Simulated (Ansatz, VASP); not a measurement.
GaN: VASP beside Ansatz

```
Ga N
1.0
     0.00000    2.27873    2.27873
     2.27873    0.00000    2.27873
     2.27873    2.27873    0.00000
Ga N
1 1
Direct
  0.00000 0.00000 0.00000
  0.75000 0.75000 0.75000
```

Alike in both runs: functional PBE; k mesh 10 × 10 × 10; no spin polarisation.

Ansatz relaxed the structure, and its values are those at the end. VASP's run is a single point on that final structure, the one shown.

```csv
,VASP,Ansatz
version,VASP 6.6.1,Ansatz 0.2.0
potentials or method,"VASP PAW PBE potentials, release 64 (Ga_d, N)","scalar-relativistic, plane waves, PAW"
plane-wave cutoff (eV),520,420
occupations,"gaussian, width 0.01 eV",fixed
valence electrons in the cell,18,18
```

```tsv
	VASP	Ansatz	Ansatz less VASP
gap on the k mesh at the Fermi level (eV)	1.51	1.50	-0.006
least direct gap on the mesh (eV)	1.51	1.50	-0.006
pressure (GPa)	-0.9	-1.0	-0.09
```

A hybrid or GW would open this gap; PBE tends to underestimate it.
